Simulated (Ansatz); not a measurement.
# SiNi (P2_13), an elastic constant from a strain scan

Theory: Ansatz 0.2.0, DFT PBEsol, scalar-relativistic, plane waves, PAW. Settings: plane waves to 420 eV, k-mesh 10×10×10 (Γ-centred), Gaussian smearing 0.15 eV. No spin polarisation. A magnetic state may lie lower. Energies are free energies at this smearing, counted from the undisturbed cell; pressure is positive in compression.

Zero of the scan (relaxed at this level; this form isn't the usual structure):

```yaml
crystal:
  lattice:
    - [4.46798, 0.00000, 0.00000]
    - [0.00000, 4.46798, 0.00000]
    - [0.00000, 0.00000, 4.46798]
  atoms:
    - { symbol: Si, position: [0.84646, 0.84646, 0.84646] }
    - { symbol: Si, position: [0.65354, 0.15354, 0.34646] }
    - { symbol: Si, position: [0.34646, 0.65354, 0.15354] }
    - { symbol: Si, position: [0.15354, 0.34646, 0.65354] }
    - { symbol: Ni, position: [0.14899, 0.14899, 0.14899] }
    - { symbol: Ni, position: [0.35101, 0.85101, 0.64899] }
    - { symbol: Ni, position: [0.64899, 0.35101, 0.85101] }
    - { symbol: Ni, position: [0.85101, 0.64899, 0.35101] }
```

The cell is strained by ε times the Voigt pattern (0, 0, 0, 0, 1, 0) (xx, yy, zz, yz, xz, xy; engineering shear) with fractional coordinates fixed. The cell holds 8 atoms in V0 = 89.19 Å³. The stress column is τ = (1/V0) dE/dε, got from the stress tensor σ (compression positive) at each point as −det(1 + εP) σ : P(1 + εP)⁻¹, with P the pattern as a tensor.

```
      ε  ΔE (meV/atom)  τ (GPa)
-0.0525          7.735   -4.190
-0.0450          5.698   -3.612
-0.0300          2.543   -2.429
-0.0150          0.637   -1.220
 0.0000          0.000    0.000
 0.0150          0.637    1.220
 0.0300          2.543    2.429
 0.0450          5.698    3.612
 0.0525          7.735    4.190
 0.0600              ?        ?
```

Q: Which combination of elastic constants does this scan measure, and how large is it?

A: For small ε, τ = τ0 + Kε with K = pᵀCp, which for this pattern is C44 in the cubic axes. The parabola through τ at ε = -0.0150, 0 and 0.0150 has slope K = 81 GPa at zero. The energies per cell, E = NΔE, of the same two points give K = 2[E(ε₊)/ε₊ − E(ε₋)/ε₋]/[(ε₊ − ε₋)V0] = 81 GPa, in agreement. These are clamped-ion values.

Q: Predict the withheld row at ε = 0.0600 from the harmonic law, and compare.

A: ΔE = V0(τ0 ε + Kε²/2)/N = 10.184 meV/atom and τ = 4.88 GPa. The calculation gives 10.070 meV/atom and 4.76 GPa, a miss of 1.1 % of the harmonic energy, so the harmonic law still holds here.

Forces appear on the atoms along this scan, and letting them relax would lower the energy and soften the response. In a metal these slopes depend on the k mesh and the smearing.